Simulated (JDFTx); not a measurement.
# BN (F-43m) in JDFTx: equation of state

Aim: energy against volume of BN in PBEsol, for its equilibrium volume and stiffness.

Program: JDFTx 1.7.0 (patched build). These are calculated values, not measurements. Logs are shortened: lines on timing, memory, paths and dates and some standing lists are left out, and cuts for length are marked. The log counts tension as positive stress, the text compression.

**What was measured.**

From “Effect of nanostructuration on compressibility of cubic BN”, 2012, arxiv:1208.3664, for a bulk crystal of BN at 300 K: bulk modulus 395 ± 2 GPa.

The runs below are set against these values where they give the same quantity.

**1. Starting point**

The structure is cubic, space group F-43m (No. 216). The conventional cell has a = 3.626 Å, b = 3.626 Å, c = 3.626 Å, α = 90.00°, β = 90.00°, γ = 90.00°. Around N (site symmetry -43m) lie 4 B at 1.57 Å. Around B (site symmetry -43m) lie 4 N at 1.57 Å.

The cell is a database's computed one.

**2. Equation of state, PBEsol, 5.60 Å³/atom (volume scaled by 0.94)**

The input, BN.in:

```
lattice \
    0.0000000000     3.3561358239     3.3561358239 \
    3.3561358239     0.0000000000     3.3561358239 \
    3.3561358239     3.3561358239     0.0000000000
coords-type Lattice
ion N      0.2500000000     0.2500000000     0.2500000000 1
ion B      0.0000000000     0.0000000000     0.0000000000 1

ion-species pseudo/N.upf
ion-species pseudo/B.upf
elec-cutoff 42 336
elec-ex-corr gga-PBEsol
kpoint-folding 13 13 13
elec-smearing Fermi 0.0018374661
elec-n-bands 9
electronic-SCF nIterations 100 energyDiffThreshold 1e-09
electronic-minimize nIterations 30 energyDiffThreshold 1e-7
forces-output-coords Cartesian

dump-name run.$VAR
dump End Ecomponents EigStats BandEigs Kpoints Forces Stress
```

Potentials or basis: PseudoDojo-SR-PBEsol-0.4.1-standard with smoothed tails.

Run with:

```
$ jdftx -c 1 -i BN.in -o BN.out
```

Log:

```text
*************** JDFTx 1.7.0 (patched build) ***************

Input parsed successfully to the following command list (including defaults):
[... the input with its defaults ...]

---------- Setting up symmetries ----------

Found 48 point-group symmetries of the bravais lattice
Found 24 space-group symmetries with basis
Applied RMS atom displacement 0 bohrs to make symmetries exact.

---------- Initializing the Grid ----------
R =
[            0      3.35614      3.35614  ]
[      3.35614            0      3.35614  ]
[      3.35614      3.35614            0  ]
unit cell volume = 75.6047
G =
[  -0.936074   0.936074   0.936074  ]
[   0.936074  -0.936074   0.936074  ]
[   0.936074   0.936074  -0.936074  ]
Minimum fftbox size, Smin = [  40  40  40  ]
Chosen fftbox size, S = [  40  40  40  ]

---------- Initializing tighter grid for wavefunction operations ----------
R =
[            0      3.35614      3.35614  ]
[      3.35614            0      3.35614  ]
[      3.35614      3.35614            0  ]
unit cell volume = 75.6047
G =
[  -0.936074   0.936074   0.936074  ]
[   0.936074  -0.936074   0.936074  ]
[   0.936074   0.936074  -0.936074  ]
Minimum fftbox size, Smin = [  28  28  28  ]
Chosen fftbox size, S = [  28  28  28  ]

---------- Exchange Correlation functional ----------
Initalized PBEsol GGA exchange.
Initalized PBEsol GGA correlation.

---------- Setting up pseudopotentials ----------
Width of ionic core gaussian charges (only for fluid interactions / plotting) set to 0

Reading pseudopotential file 'pseudo/N.upf':
  'N' pseudopotential, 'PBESOL' functional
  Generated using ONCVPSP code by D. R. Hamann
  5 valence electrons, 2 orbitals, 4 projectors, 1001 radial grid points, with lMax = 1
    2S    l: 0   occupation:  2.0   eigenvalue: -0.678237
    2P    l: 1   occupation:  3.0   eigenvalue: -0.258576
  Core radius for overlap checks: 1.31 bohrs.

Reading pseudopotential file 'pseudo/B.upf':
  'B' pseudopotential, 'PBESOL' functional
  Generated using ONCVPSP code by D. R. Hamann
  3 valence electrons, 2 orbitals, 4 projectors, 1001 radial grid points, with lMax = 1
    2S    l: 0   occupation:  2.0   eigenvalue: -0.344017
    2P    l: 1   occupation:  1.0   eigenvalue: -0.130657
  Core radius for overlap checks: 1.18 bohrs.

Initialized 2 species with 2 total atoms.

Folded 1 k-points by 13x13x13 to 2197 k-points.

---------- Setting up k-points, bands, fillings ----------
Adding inversion symmetry to k-mesh for non-inversion-symmetric unit cell.
Reduced to 84 k-points under symmetry.
Computing the number of bands and number of electrons
Calculating initial fillings.
nElectrons:   8.000000   nBands: 9   nStates: 84

----- Setting up reduced wavefunction bases (one per k-point) -----
average nbasis = 982.718 , ideal nbasis = 982.916

---------- Setting up ewald sum ----------
Optimum gaussian width for ewald sums = 1.524299 bohr.
Real space sum over 1331 unit cells with max indices [  5  5  5  ]
Reciprocal space sum over 2197 terms with max indices [  6  6  6  ]

---------- Allocating electronic variables ----------
Initializing wave functions:  linear combination of atomic orbitals
Note: number of bands (9) exceeds available atomic orbitals (8)
N pseudo-atom occupations:   s ( 2 )  p ( 3 )
B pseudo-atom occupations:   s ( 2 )  p ( 1 )
	FillingsUpdate:  mu: +0.655123367  nElectrons: 8.000000
LCAOMinimize: Iter:   0  F: -12.8146603001392076  |grad|_K:  4.398e-03  alpha:  1.000e+00
	FillingsUpdate:  mu: +0.643036385  nElectrons: 8.000000
LCAOMinimize: Iter:   1  F: -12.8437602536498083  |grad|_K:  2.460e-04  alpha:  4.200e-01  linmin: -4.318e-01  cgtest:  5.982e-01
LCAOMinimize: Encountered beta<0, resetting CG.
[... 6 lines of inner loops ...]
LCAOMinimize: Iter:   4  F: -12.8439308638091827  |grad|_K:  6.283e-07  alpha:  5.668e-01  linmin:  4.698e-05  cgtest: -9.484e-05
	FillingsUpdate:  mu: +0.642230413  nElectrons: 8.000000
LCAOMinimize: Iter:   5  F: -12.8439308647741974  |grad|_K:  1.515e-08  alpha:  7.187e-01  linmin:  7.716e-04  cgtest: -2.480e-04
LCAOMinimize: Converged (|Delta F|<1.000000e-06 for 2 iters).

-------- Electronic minimization -----------
Will mix electronic density at each iteration.
	FillingsUpdate:  mu: +0.642230413  nElectrons: 8.000000
	FillingsUpdate:  mu: +0.554302190  nElectrons: 8.000000
SCF: Cycle:  0   F: -12.893618156321551   dF: -4.969e-02   |Residual|: 4.958e-02   |deigs|: 2.365e-01
	FillingsUpdate:  mu: +0.555630299  nElectrons: 8.000000
SCF: Cycle:  1   F: -12.893962468936053   dF: -3.443e-04   |Residual|: 2.495e-02   |deigs|: 1.181e-02
	FillingsUpdate:  mu: +0.557456676  nElectrons: 8.000000
SCF: Cycle:  2   F: -12.894025898821019   dF: -6.343e-05   |Residual|: 1.924e-03   |deigs|: 3.823e-03
	FillingsUpdate:  mu: +0.557602475  nElectrons: 8.000000
SCF: Cycle:  3   F: -12.894026493802057   dF: -5.950e-07   |Residual|: 9.527e-04   |deigs|: 2.653e-04
	FillingsUpdate:  mu: +0.557701757  nElectrons: 8.000000
SCF: Cycle:  4   F: -12.894026595936023   dF: -1.021e-07   |Residual|: 7.744e-05   |deigs|: 1.252e-04
	FillingsUpdate:  mu: +0.557704756  nElectrons: 8.000000
SCF: Cycle:  5   F: -12.894026606391595   dF: -1.046e-08   |Residual|: 2.776e-05   |deigs|: 4.472e-05
	FillingsUpdate:  mu: +0.557708144  nElectrons: 8.000000
SCF: Cycle:  6   F: -12.894026608958226   dF: -2.567e-09   |Residual|: 6.222e-06   |deigs|: 3.999e-05
	FillingsUpdate:  mu: +0.557708824  nElectrons: 8.000000
SCF: Cycle:  7   F: -12.894026609500454   dF: -5.422e-10   |Residual|: 1.938e-06   |deigs|: 2.777e-05
	FillingsUpdate:  mu: +0.557708726  nElectrons: 8.000000
SCF: Cycle:  8   F: -12.894026609645065   dF: -1.446e-10   |Residual|: 9.689e-07   |deigs|: 2.995e-05
SCF: Converged (|Delta E|<1.000000e-09 for 2 iters).

Setting wave functions to eigenvectors of Hamiltonian

# Stress tensor in Cartesian coordinates [Eh/a0^3]:
[ -0.000664382            0            0  ]
[            0 -0.000664382            0  ]
[            0            0 -0.000664382  ]

# Ionic positions in lattice coordinates:
ion N   0.250000000000000   0.250000000000000   0.250000000000000 1
ion B   0.000000000000000   0.000000000000000   0.000000000000000 1

# Forces in Cartesian coordinates:
force N  -0.000000000000000   0.000000000000000  -0.000000000000000 1
force B   0.000000000000000  -0.000000000000000  -0.000000000000000 1

# Energy components:
   Eewald =      -13.4040604330791133
       EH =        1.7179989785643672
     Eloc =       -5.7395983651332534
      Enl =       -1.1047503272086530
      Exc =       -4.3747495953124806
 Exc_core =        0.4768942151734012
       KE =        9.5342389173506668
-------------------------------------
     Etot =      -12.8940266096450635
       TS =        0.0000000000000013
-------------------------------------
        F =      -12.8940266096450653

IonicMinimize: Iter:   0  F: -12.894026609645065  |grad|_K:       -nan
IonicMinimize: None of the convergence criteria satisfied after 0 iterations.

#--- Lowdin population analysis ---
# oxidation-state N -0.314
# oxidation-state B +0.339

Dumping 'run.eigStats' ...
	eMin: -0.325674 at state 0 ( [ +0.000000 +0.000000 +0.000000 ] spin 0 )
	HOMO: +0.440750 at state 0 ( [ +0.000000 +0.000000 +0.000000 ] spin 0 )
	mu  : +0.557709
	LUMO: +0.605553 at state 47 ( [ +0.000000 +0.461538 +0.461538 ] spin 0 )
	eMax: +1.377906 at state 0 ( [ +0.000000 +0.000000 +0.000000 ] spin 0 )
	HOMO-LUMO gap: +0.164803
	Optical gap  : +0.333791 at state 0 ( [ +0.000000 +0.000000 +0.000000 ] spin 0 )
Done!
[note: mu as printed may lie anywhere between the filled and the empty levels]
```

Run time: 14 s. Hardware: 1 thread of Intel Xeon 6975P-C (Granite Rapids), shared host; peak memory 0.07 GiB.

What came out:

```yaml
Free_energy: -350.8643 eV
Pressure: 19.5 GPa
Band_gap_on_the_k_mesh: 4.48 eV, indirect (least direct gap 9.08 eV)
Loewdin_charges: N -0.31; B +0.34 e
```

Caveat: an odd mesh through Γ misses points on the zone boundary, where band edges often lie.

**3. Equation of state, PBEsol, 5.72 Å³/atom (volume scaled by 0.96)**

Edit BN.in of step 2 so:

```diff
@@ -1,5 +1,5 @@
 lattice \
-    0.0000000000     3.3561358239     3.3561358239 \
-    3.3561358239     0.0000000000     3.3561358239 \
-    3.3561358239     3.3561358239     0.0000000000
+    0.0000000000     3.3797713619     3.3797713619 \
+    3.3797713619     0.0000000000     3.3797713619 \
+    3.3797713619     3.3797713619     0.0000000000
 coords-type Lattice
```

Potentials or basis: PseudoDojo-SR-PBEsol-0.4.1-standard with smoothed tails.

Run with:

```
$ jdftx -c 1 -i BN.in -o BN.out
```

Run time: 14 s. Hardware: 1 thread of Intel Xeon 6975P-C (Granite Rapids), shared host; peak memory 0.07 GiB.

It converged, with:

- Free energy: -350.8865 eV
- Pressure: 10.3 GPa
- Band gap on the k mesh: 4.46 eV, indirect (least direct gap 8.98 eV)
- Loewdin charges: N -0.32; B +0.34 e

Caveat: an odd mesh through Γ misses points on the zone boundary, where band edges often lie.

**4. Equation of state, PBEsol, 5.84 Å³/atom (volume scaled by 0.98)**

Edit BN.in of step 3 so:

```diff
@@ -1,5 +1,5 @@
 lattice \
-    0.0000000000     3.3797713619     3.3797713619 \
-    3.3797713619     0.0000000000     3.3797713619 \
-    3.3797713619     3.3797713619     0.0000000000
+    0.0000000000     3.4030808665     3.4030808665 \
+    3.4030808665     0.0000000000     3.4030808665 \
+    3.4030808665     3.4030808665     0.0000000000
 coords-type Lattice
```

Run with:

```
$ jdftx -c 1 -i BN.in -o BN.out
```

It took 14 s on 1 thread of Intel Xeon 6975P-C (Granite Rapids), shared host; peak memory 0.07 GiB.

The run converged. Its results:

| Quantity | Value |
| --- | --- |
| Free energy | -350.8955 eV |
| Pressure | 1.9 GPa |
| Band gap on the k mesh | 4.43 eV, indirect (least direct gap 8.88 eV) |
| Loewdin charges | N -0.32; B +0.34 e |

Caveat: an odd mesh through Γ misses points on the zone boundary, where band edges often lie.

**5. Equation of state, PBEsol, 5.96 Å³/atom**

Edit BN.in of step 4 so:

```diff
@@ -1,5 +1,5 @@
 lattice \
-    0.0000000000     3.4030808665     3.4030808665 \
-    3.4030808665     0.0000000000     3.4030808665 \
-    3.4030808665     3.4030808665     0.0000000000
+    0.0000000000     3.4260753537     3.4260753537 \
+    3.4260753537     0.0000000000     3.4260753537 \
+    3.4260753537     3.4260753537     0.0000000000
 coords-type Lattice
```

Run with:

```
$ jdftx -c 1 -i BN.in -o BN.out
```

Run time: 14 s. Hardware: 1 thread of Intel Xeon 6975P-C (Granite Rapids), shared host; peak memory 0.07 GiB.

Results (log left out):

* Free energy: -350.8926 eV
* Pressure: -5.7 GPa
* Band gap on the k mesh: 4.41 eV, indirect (least direct gap 8.78 eV)
* Loewdin charges: N -0.32; B +0.34 e

Caveat: an odd mesh through Γ misses points on the zone boundary, where band edges often lie.

**6. Equation of state, PBEsol, 6.08 Å³/atom (volume scaled by 1.02)**

Edit BN.in of step 5 so:

```diff
@@ -1,5 +1,5 @@
 lattice \
-    0.0000000000     3.4260753537     3.4260753537 \
-    3.4260753537     0.0000000000     3.4260753537 \
-    3.4260753537     3.4260753537     0.0000000000
+    0.0000000000     3.4487652558     3.4487652558 \
+    3.4487652558     0.0000000000     3.4487652558 \
+    3.4487652558     3.4487652558     0.0000000000
 coords-type Lattice
```

Potentials or basis: PseudoDojo-SR-PBEsol-0.4.1-standard with smoothed tails.

Run with:

```
$ jdftx -c 1 -i BN.in -o BN.out
```

Run time: 15 s. Hardware: 1 thread of Intel Xeon 6975P-C (Granite Rapids), shared host; peak memory 0.07 GiB.

It converged, with:

| Property | Result |
| --- | --- |
| Free energy | -350.8788 eV |
| Pressure | -12.7 GPa |
| Band gap on the k mesh | 4.38 eV, indirect (least direct gap 8.69 eV) |
| Loewdin charges | N -0.32; B +0.34 e |

Caveat: an odd mesh through Γ misses points on the zone boundary, where band edges often lie.

**7. Equation of state, PBEsol, 6.20 Å³/atom (volume scaled by 1.04)**

Edit BN.in of step 6 so:

```diff
@@ -1,5 +1,5 @@
 lattice \
-    0.0000000000     3.4487652558     3.4487652558 \
-    3.4487652558     0.0000000000     3.4487652558 \
-    3.4487652558     3.4487652558     0.0000000000
+    0.0000000000     3.4711604628     3.4711604628 \
+    3.4711604628     0.0000000000     3.4711604628 \
+    3.4711604628     3.4711604628     0.0000000000
 coords-type Lattice
```

Potentials or basis: PseudoDojo-SR-PBEsol-0.4.1-standard with smoothed tails.

Run with:

```
$ jdftx -c 1 -i BN.in -o BN.out
```

Log:

```text
*************** JDFTx 1.7.0 (patched build) ***************

Input parsed successfully to the following command list (including defaults):

basis kpoint-dependent
coords-type Lattice
core-overlap-check vector
coulomb-interaction Periodic
davidson-band-ratio 1.1
dump End Forces BandEigs EigStats Ecomponents Stress Kpoints
dump-name run.$VAR
elec-cutoff 42 336
elec-eigen-algo Davidson
elec-ex-corr gga-PBEsol
elec-n-bands 9 1
elec-smearing Fermi 0.00183747
electronic-minimize  \
	dirUpdateScheme      FletcherReeves \
	linminMethod         DirUpdateRecommended \
	nIterations          30 \
	history              15 \
	knormThreshold       0 \
	maxThreshold         no \
	energyDiffThreshold  1e-07 \
	nEnergyDiff          2 \
	convergeAll          no \
	alphaTstart          1 \
	alphaTmin            1e-10 \
	updateTestStepSize   yes \
	alphaTreduceFactor   0.1 \
	alphaTincreaseFactor 3 \
[... 231 lines left out ...]
SCF: Cycle:  8   F: -12.893690796403710   dF: -1.366e-10   |Residual|: 1.289e-06   |deigs|: 2.434e-05
SCF: Converged (|Delta E|<1.000000e-09 for 2 iters).

Setting wave functions to eigenvectors of Hamiltonian

# Stress tensor in Cartesian coordinates [Eh/a0^3]:
[   0.00064558            0            0  ]
[            0   0.00064558            0  ]
[            0            0   0.00064558  ]

# Ionic positions in lattice coordinates:
ion N   0.250000000000000   0.250000000000000   0.250000000000000 1
ion B   0.000000000000000   0.000000000000000   0.000000000000000 1

# Forces in Cartesian coordinates:
force N  -0.000000000000000  -0.000000000000000   0.000000000000000 1
force B  -0.000000000000000  -0.000000000000000   0.000000000000000 1

# Energy components:
   Eewald =      -12.9598870139498636
       EH =        1.8119351532643730
     Eloc =       -6.1158695857733001
      Enl =       -1.0495188347971940
      Exc =       -4.2966293605293195
 Exc_core =        0.4768940570268712
       KE =        9.2393847883547249
-------------------------------------
     Etot =      -12.8936907964037086
       TS =        0.0000000000000013
-------------------------------------
        F =      -12.8936907964037104

IonicMinimize: Iter:   0  F: -12.893690796403710  |grad|_K:       -nan
IonicMinimize: None of the convergence criteria satisfied after 0 iterations.

#--- Lowdin population analysis ---
# oxidation-state N -0.318
# oxidation-state B +0.343

Dumping 'run.eigStats' ...
	eMin: -0.343011 at state 0 ( [ +0.000000 +0.000000 +0.000000 ] spin 0 )
	HOMO: +0.381049 at state 0 ( [ +0.000000 +0.000000 +0.000000 ] spin 0 )
	mu  : +0.493226
	LUMO: +0.541069 at state 47 ( [ +0.000000 +0.461538 +0.461538 ] spin 0 )
	eMax: +1.248584 at state 0 ( [ +0.000000 +0.000000 +0.000000 ] spin 0 )
	HOMO-LUMO gap: +0.160020
	Optical gap  : +0.315830 at state 0 ( [ +0.000000 +0.000000 +0.000000 ] spin 0 )
Done!
[note: mu as printed may lie anywhere between the filled and the empty levels]
```

Run time: 16 s. Hardware: 1 thread of Intel Xeon 6975P-C (Granite Rapids), shared host; peak memory 0.08 GiB.

What came out:

```yaml
Free_energy: -350.8552 eV
Pressure: -19.0 GPa
Band_gap_on_the_k_mesh: 4.35 eV, indirect (least direct gap 8.59 eV)
Loewdin_charges: N -0.32; B +0.34 e
```

Caveat: an odd mesh through Γ misses points on the zone boundary, where band edges often lie.

**8. Equation of state, PBEsol, 6.32 Å³/atom (volume scaled by 1.06)**

Edit BN.in of step 7 so:

```diff
@@ -1,5 +1,5 @@
 lattice \
-    0.0000000000     3.4711604628     3.4711604628 \
-    3.4711604628     0.0000000000     3.4711604628 \
-    3.4711604628     3.4711604628     0.0000000000
+    0.0000000000     3.4932703613     3.4932703613 \
+    3.4932703613     0.0000000000     3.4932703613 \
+    3.4932703613     3.4932703613     0.0000000000
 coords-type Lattice
```

Run with:

```
$ jdftx -c 1 -i BN.in -o BN.out
```

Run time: 15 s. Hardware: 1 thread of Intel Xeon 6975P-C (Granite Rapids), shared host; peak memory 0.08 GiB.

The run converged. Its results:

| Property | Result |
| --- | --- |
| Free energy | -350.8226 eV |
| Pressure | -24.7 GPa |
| Band gap on the k mesh | 4.33 eV, indirect (least direct gap 8.50 eV) |
| Loewdin charges | N -0.32; B +0.34 e |

Caveat: an odd mesh through Γ misses points on the zone boundary, where band edges often lie.

**9. Equation of state, PBEsol**

Potentials or basis: PseudoDojo-SR-PBEsol-0.4.1-standard with smoothed tails.

This step only gathers the single runs of the series.

What came out:

```
Equilibrium volume                      : 5.87 Å³/atom
Bulk modulus                            : 385 GPa
Pressure derivative of the bulk modulus : 3.7
```

Energy against volume, from the lowest point:
```csv
volume (Å³/atom),energy (meV/atom)
5.602,15.56
5.721,4.51
5.840,0.00
5.959,1.45
6.078,8.33
6.198,20.13
6.317,36.43
```

**10. Comparison with measurements**

Step 9. Against the measured bulk modulus of BN, 395 GPa (300 K; quoted in “Effect of nanostructuration on compressibility of cubic BN”, 2012, arxiv:1208.3664), the calculated 385 GPa is off by -2.5 %. The fit is for a static lattice scaled at fixed shape and fixed fractional positions.
